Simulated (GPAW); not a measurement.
# InAs (F-43m) in GPAW: further runs

The runs below take InAs through single point, with PBE.

Everything below comes from runs of GPAW 26.7.0. Logs are shortened: lines on timing, memory, paths and dates and some standing lists are left out, and cuts for length are marked. The log counts tension as positive stress, the text compression.

**What was measured.**

A printed reference work, data compilation reports, for a bulk crystal of InAs at 4.2 K: band gap 0.418 eV (direct).

How close the calculation comes is told below.

## (1) The crystal as given

It takes space group F-43m (No. 216, cubic). Conventional cell: a = 6.036 Å, b = 6.036 Å, c = 6.036 Å, α = 90.00°, β = 90.00°, γ = 90.00°. In (site symmetry -43m) has 4 As at 2.61 Å as nearest neighbours. As (site symmetry -43m) has 4 In at 2.61 Å as nearest neighbours.

## (2) Single point, PBE

Input file run.py:

```python
from ase.dft.bandgap import bandgap
from ase.io import read, write
from ase.units import GPa
from gpaw import GPAW, PW

atoms = read('POSCAR')

calc = GPAW(mode=PW(600),
            xc='PBE',
            kpts={'size': (8, 8, 8), 'gamma': True},
            occupations={'name': 'methfessel-paxton', 'order': 0, 'width': 0.013000000000000001},
            nbands=18,
            convergence={'density': 1e-05, 'energy': 1e-05},
            maxiter=150,
            txt='gpaw.txt')
atoms.calc = calc
energy = atoms.get_potential_energy()
forces = atoms.get_forces()
stress = atoms.get_stress()
calc.write('gs.gpw')
write('result.traj', atoms)
print(f'Energy: {energy:.6f} eV')
print('Forces (eV/A):')
print(forces.round(4))
print('Stress (GPa):', (stress / GPa).round(3))
print('Fermi level:', round(calc.get_fermi_level(), 4), 'eV')
print(f'Gap: {bandgap(calc)[0]:.4f} eV, direct: {bandgap(calc, direct=True)[0]:.4f} eV')
```

Input file POSCAR:

```
InAs
1.0
    0.0000000000      3.0180000000      3.0180000000
    3.0180000000      0.0000000000      3.0180000000
    3.0180000000      3.0180000000      0.0000000000
In As
1 1
Direct
    0.0000000000      0.0000000000      0.0000000000
    0.7500000000      0.7500000000      0.7500000000
```

Potentials or basis: GPAW PAW data sets (gpaw-data 1.2.1), pw.

Run with:

```bash
OMP_NUM_THREADS=1 python run.py
```

gpaw.txt:

```text
__  _  _
 | _ |_)|_||  |
 |__||  | ||/\| - 26.7.0

Input parameters:
  mode=PW(ecut=600.0),
  convergence={'density': 1e-05, 'energy': 1e-05},
  kpts=MonkhorstPack(size=(8, 8, 8), gamma=True),
  maxiter=150,
  nbands=18,
  occupations=Occupations(name='methfessel-paxton', order=0, width=0.013000000000000001),
  xc=XC(name='PBE')

Diagonalizing LCAO Hamiltonian
Converting LCAO to pw mode

                     As

       In

Atoms  # Å, Bohr magnetons
|   | symbol |        x |        y |        z |    initial magnetic moments |
|---|--------|----------|----------|----------|-----------------------------|
| 0 |     In | 0.000000 | 0.000000 | 0.000000 | ( 0.0000,  0.0000,  0.0000) |
| 1 |     As | 4.527000 | 4.527000 | 4.527000 | ( 0.0000,  0.0000,  0.0000) |

Unit cell  # Å
| periodic |        x |        y |        z |  lengths |    angles |
|----------|----------|----------|----------|----------|-----------|
|      yes | 0.000000 | 3.018000 | 3.018000 | 4.268097 | 60.000000 |
|      yes | 3.018000 | 0.000000 | 3.018000 | 4.268097 | 60.000000 |
|      yes | 3.018000 | 3.018000 | 0.000000 | 4.268097 | 60.000000 |

Number of symmetries: 24
Symmetry operations  # r_c * U_cc + t_c -> r_c
|    | kind |            matrix            |
|----|------|------------------------------|
|  0 |  E   |  1, 0, 0,  0, 1, 0,  0, 0, 1 |
|  1 |  σ   |  1, 0, 0,  0, 0, 1,  0, 1, 0 |
|  2 |  σ   |  1, 0,-1,  0, 1,-1,  0, 0,-1 |
|  3 |  C3  |  1, 0,-1,  0, 0,-1,  0, 1,-1 |
|  4 |  C3  |  1,-1, 0,  0,-1, 1,  0,-1, 0 |
|  5 |  σ   |  1,-1, 0,  0,-1, 0,  0,-1, 1 |
|  6 |  σ   |  0, 1, 0,  1, 0, 0,  0, 0, 1 |
|  7 |  C3  |  0, 1, 0,  0, 0, 1,  1, 0, 0 |
|  8 |  C2  |  0, 1,-1,  1, 0,-1,  0, 0,-1 |
|  9 |  S4  |  0, 1,-1,  0, 0,-1,  1, 0,-1 |
| 10 |  C3  |  0, 0, 1,  1, 0, 0,  0, 1, 0 |
| 11 |  σ   |  0, 0, 1,  0, 1, 0,  1, 0, 0 |
| 12 |  S4  |  0, 0,-1,  1, 0,-1,  0, 1,-1 |
| 13 |  C3  |  0, 0,-1,  0, 1,-1,  1, 0,-1 |
| 14 |  S4  |  0,-1, 1,  1,-1, 0,  0,-1, 0 |
| 15 |  C2  |  0,-1, 1,  0,-1, 0,  1,-1, 0 |
| 16 |  C3  |  0,-1, 0,  1,-1, 0,  0,-1, 1 |
| 17 |  S4  |  0,-1, 0,  0,-1, 1,  1,-1, 0 |
| 18 |  S4  | -1, 1, 0, -1, 0, 1, -1, 0, 0 |
| 19 |  C3  | -1, 1, 0, -1, 0, 0, -1, 0, 1 |
| 20 |  C3  | -1, 0, 1, -1, 1, 0, -1, 0, 0 |
| 21 |  S4  | -1, 0, 1, -1, 0, 0, -1, 1, 0 |
| 22 |  σ   | -1, 0, 0, -1, 1, 0, -1, 0, 1 |
| 23 |  C2  | -1, 0, 0, -1, 0, 1, -1, 1, 0 |

BZ-sampling:
  Number of BZ points: 512
  Number of IBZ points: 29

  Monkhorst-Pack size: [8, 8, 8]
  Monkhorst-Pack shift: [0.0625, 0.0625, 0.0625]

K-points  # in reciprocal-cell coordinates
|     |                                coordinates |     weight |
|-----|--------------------------------------------|------------|
|   0 | (  0.00000000,   0.00000000,   0.00000000) | 0.00195312 |
|   1 | (  0.12500000,   0.12500000,   0.00000000) | 0.01171875 |
|   2 | (  0.12500000,   0.12500000,   0.12500000) | 0.01562500 |
|   3 | (  0.25000000,   0.12500000,   0.12500000) | 0.02343750 |
|   4 | (  0.25000000,   0.25000000,   0.00000000) | 0.01171875 |
|   5 | (  0.25000000,   0.25000000,   0.12500000) | 0.04687500 |
|   6 | (  0.25000000,   0.25000000,   0.25000000) | 0.01562500 |
|   7 | (  0.37500000,   0.25000000,  -0.37500000) | 0.04687500 |
|   8 | (  0.37500000,   0.25000000,   0.12500000) | 0.04687500 |
|   9 | (  0.37500000,   0.25000000,   0.25000000) | 0.04687500 |
| ... |                                            |            |
|  28 | (  0.50000000,   0.50000000,   0.50000000) | 0.00781250 |

Plane wave coefficients: 1856
Cutoff: 600.0 eV

Spin-components: 1 (collinear spins)
Bands:           18
Projectors:      11
Spin-degeneracy: 2
Datatype:        complex128

Parallelization:
  kpt:    1
  domain: 1
  band:   1

Density:
  Valence electrons: 18.0
  Components: 1
  Grid points: [25 25 25]
  Charge: 0.0  # |e|

Potential:
  Grid points: [25 25 25]

species:
  In:
    name:    Indium
    Z:       49.0
    valence: 13
    core:    36
    charge:  0.0  # [|e|]
    compensation charges:
      type: gauss
      rc: 0.36  # [Å]
      lmax: 2
    cutoffs:
      filter: 2.09  # [Å]
      core: 2.48  # [Å]
    projectors
    | kind |    occ | energy [eV] | rcut [Å] |
    |------|--------|-------------|----------|
    |   5s |  2.000 |      -8.203 |    1.185 |
    |   5p |  1.000 |      -2.521 |    1.244 |
    |   4d | 10.000 |     -18.629 |    1.148 |
    |    s |        |      19.008 |    1.185 |
    |    p |        |      24.691 |    1.244 |
    |    d |        |       8.583 |    1.148 |

    Using partial waves for In as LCAO basis

  As:
    name:    Arsenic
    Z:       33.0
    valence: 5
    core:    28
    charge:  0.0  # [|e|]
    compensation charges:
      type: gauss
      rc: 0.33  # [Å]
      lmax: 2
    cutoffs:
      filter: 1.87  # [Å]
      core: 2.96  # [Å]
    projectors
    | kind |    occ | energy [eV] | rcut [Å] |
    |------|--------|-------------|----------|
    |   4s |  2.000 |     -14.487 |    1.058 |
    |   4p |  3.000 |      -5.196 |    1.058 |
    |    s |        |      12.725 |    1.058 |
    |    p |        |      22.016 |    1.058 |
    |    d |        |       0.000 |    1.058 |

    Using partial waves for As as LCAO basis

Reference energy: -221478.393260  # eV

eigensolver:
  PPCG
  Converge bands: occupied
  niter=2

density mixing:
  MSR1-Mixer
  Pratt-step length: 0.05
  Maximum mixing coefficient: 0.75
  Old densities: 10
  SVD Regularization: 0.005
  Good broyden scale: 1.0
  Trust region scale: 1.0
  Backstep threshold: 4.0
  History deletion threshold: 6.0
  Fourier metric: weight=20.0, sigma=0.015

occupation numbers:
  Methfessel-Paxton:
    width: 0.0130  # eV
    order: 0

poisson solver:
  ecut: 4800.0  # eV

xc functional:
  name: PBE with 2 nearest neighbor stencil

convergence criteria:
- Maximum integral of absolute [dens]ity change: 1e-05 electrons / valence electron
- Maximum [total energy] change in last 3 cyles: 1e-05 eV / valence electron
- Maximum integral of absolute [eigenst]ate change: 4e-08 eV^2 / valence electron
maximum number of iterations: 150

SCF iterations
|iter     | |      energy | eigst |  dens |
|---------|-|-------------|-------|-------|
|iter:   1| |   -8.118331 | -0.34 |       |
|iter:   2| |   -8.073576 | -2.36 | -1.17 |
|iter:   3| |   -7.903422 | -1.93 | -1.21 |
|iter:   4| |   -7.904582 | -3.32 | -1.81 |
|iter:   5| |   -7.904688 | -4.10 | -2.33 |
|iter:   6| |   -7.904716c| -5.65 | -3.12 |
|iter:   7| |   -7.904719c| -6.66 | -3.56 |
|iter:   8| |   -7.904719c| -8.15c| -4.63 |
|iter:   9| |   -7.904719c| -8.40c| -5.36c|

Converged in 9 steps
Energy contributions relative to reference atoms: (reference = -221478.393260)

Energy contributions:
  Kinetic:          27.002234
  Coulomb:         -24.729313
  Zero:              0.139461
  External:          0.000000
  Xc:              -10.317081
  Entropy:          -0.000039
  Spinorbit:         0.000000
  ----------------------------
  Free energy:      -7.904738
  Extrapolated:     -7.904719

dipole moment: (-17.118219, -17.118219, -17.118219)  # |e|*Ang

Fermi level: 4.907
Eigenvalues  # (at kpt = [0.000, 0.000, 0.000])
| band index |      eig [eV] | occ [0-2] |
|------------|---------------|-----------|
|          0 |        -9.407 |     2.000 |
|        ... |               |           |
|          2 |        -9.407 |     2.000 |
|          3 |        -9.278 |     2.000 |
|          4 |        -9.278 |     2.000 |
|          5 |        -6.992 |     2.000 |
|          6 |         4.743 |     2.000 |
|          7 |         4.904 |     1.333 |
[... 8 lines left out ...]
|         16 |        15.399 |     0.000 |
|         17 |        15.399 |     0.000 |

No gap
No difference between direct/indirect transitions

Forces  # eV/Ang
|       x |        y |       z |
|---------|----------|---------|
| 0.00000 | -0.00000 | 0.00000 |  # In   0
| 0.00000 | -0.00000 | 0.00000 |  # As   1

Stress tensor  # eV/Ang^3
|         x |         y |         z |
|-----------|-----------|-----------|
| -0.025243 |  0.000000 |  0.000000 |
|  0.000000 | -0.025243 |  0.000000 |
|  0.000000 |  0.000000 | -0.025243 |

# Writing to gs.gpw (mode='')
```

It took 25 s on 1 thread of Arm Neoverse N1, shared host; peak memory 0.17 GiB.

What came out:

| Quantity | Value |
| --- | --- |
| Free energy | -7.9047 eV |
| Pressure | 4.0 GPa |
| Band gap on the k mesh | none (metal or under the smearing width) |

Caveat: this crystal is a semiconductor, whose small gap the functional closes, so the metal is an error of the method.

## (3) Single point, PBE

run.py, as its differences from that of step 2:

```diff
@@ -10,3 +10,3 @@
             kpts={'size': (8, 8, 8), 'gamma': True},
-            occupations={'name': 'methfessel-paxton', 'order': 0, 'width': 0.013000000000000001},
+            occupations={'name': 'methfessel-paxton', 'order': 0, 'width': 0.014},
             nbands=18,
```

POSCAR is that of step 2.

Potentials or basis: GPAW PAW data sets (gpaw-data 1.2.1), pw.

Run with:

```bash
OMP_NUM_THREADS=1 python run.py
```

Wall time 25 s (1 thread of Arm Neoverse N1, shared host); peak memory 0.17 GiB.

Results (log left out):

| Property | Result |
| --- | --- |
| Free energy | -7.9047 eV |
| Pressure | 4.0 GPa |
| Band gap on the k mesh | none (metal or under the smearing width) |

Levels at points of the mesh, in eV from the Fermi level:
```csv
k point,band 7,band 8,band 9,band 10,band 11,band 12
"(0.00, 0.00, 0.00)",-0.16,0.00,0.00,0.00,3.89,3.89
"(0.50, 0.50, 0.00)",-5.86,-2.36,-2.36,1.53,2.07,9.22
"(0.50, 0.50, 0.50)",-5.80,-1.01,-1.01,0.97,4.67,4.67
```

Caveat: this crystal is a semiconductor, whose small gap the functional closes, so the metal is an error of the method.

## (4) How close it comes

Step 2. A measured gap of InAs is 0.418 eV (direct; 4.2 K; a printed reference work, data compilation); the calculated 0.00 eV misses it by -0.42 eV. Spin-orbit coupling on As, In is left out. The value is that of PBE on a finite k mesh, which can miss the band edges, without temperature or zero-point motion. Semilocal functionals fall short of measured gaps as a rule.

Step 3. A measured gap of InAs is 0.418 eV (direct; 4.2 K; a printed reference work, data compilation); the calculated 0.00 eV misses it by -0.42 eV. Spin-orbit coupling on As, In is left out. The value is that of PBE on a finite k mesh, which can miss the band edges, without temperature or zero-point motion. Semilocal functionals fall short of measured gaps as a rule.
